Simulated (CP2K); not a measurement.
The system is InAs.

```
CELL_PARAMETERS angstrom
4.26810 0.00000 0.00000
2.13405 3.69628 0.00000
2.13405 1.23209 3.48489
ATOMIC_POSITIONS crystal
In 0.00000 0.00000 0.00000
As 0.75000 0.75000 0.75000
```

Base run:

| Property | Result |
| --- | --- |
| Program | CP2K 2026.2 |
| Functional | HLE16 |
| Potentials or basis | GTH_POTENTIALS In GTH-PBE-q13, As GTH-PBE-q5; DZVP-MOLOPT-SR-GTH basis |
| Density cutoff | 6123 eV |
| k mesh | 8 × 8 × 8 |
| Occupations | fermi-dirac, width 0.05 eV |
| Spin | no spin polarisation |

Its results: band gap on the k mesh 0.29 eV, direct; pressure -3.3 GPa.

Question: The run is repeated on the same cell with these changes: functional from HLE16 to PBE. What comes out?

Answer: Band gap on the k mesh none (metal or under the smearing width); pressure 5.1 GPa.

Caveats: spin-orbit coupling is left out, which moves the levels of the heavy elements; the basis of atomic orbitals isn't converged, which shifts pressures, moduli and gaps; the potentials were made for a functional far from this one (some runs); the potentials were made for another functional, which shifts forces and pressure (some runs).
